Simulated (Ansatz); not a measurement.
Runs of Ansatz 0.2.0 on CO2. It takes space group I-42d (No. 122, tetragonal). Conventional cell: a = 3.949 Å, b = 3.949 Å, c = 6.028 Å, α = 90.00°, β = 90.00°, γ = 90.00°. O (site symmetry 2) has 2 C at 1.40 Å as nearest neighbours. C (site symmetry -4) has 4 O at 1.40 Å as nearest neighbours. The cell comes from a database or a generator and needn't be the stable form of this composition.

| task | level | cell | points for each segment of the path | gap on the mesh (eV) | pressure (GPa) | relaxed volume (Å³/atom) | largest force (eV/Å) |
| --- | --- | --- | --- | --- | --- | --- | --- |
| relaxation of cell and atoms | PBEsol | relaxed | - | 7.67 | 0.0 | 7.59 | - |
| band structure | RPBE | as given | 14 | (d) | 5.2 | - | 0.15 |
| relaxation of cell and atoms | PBE | relaxed | - | 7.71 | 0.0 | 7.84 | - |
| band structure | LDA | as given | 14 | (c) | -14.0 | - | (a) |
| band structure | PBE | as given | 14 | (b) | -0.4 | - | 0.02 |

Alike in all rows: potentials or basis Ansatz PAW; no spin polarisation; k mesh 9 × 9 × 9; cutoff (eV) 420; smearing fermi-dirac 0.05 eV.

Question: Estimate the missing entries.

Answer: (a) 0.55; (b) 7.72; (c) 7.46; (d) 7.85.

Caveats: the PAW data sets come from PBE, with cores solved anew for the run's functional, which leaves a small shift of forces and pressure (some runs); odd divisions of the mesh miss points on the zone boundary, where band edges often lie, so the gap on the mesh can be too wide (some runs); the plane-wave basis is chosen anew once the cell has moved, so the energies of steps on either side of that aren't comparable (some runs).

A k mesh can miss the band edges.
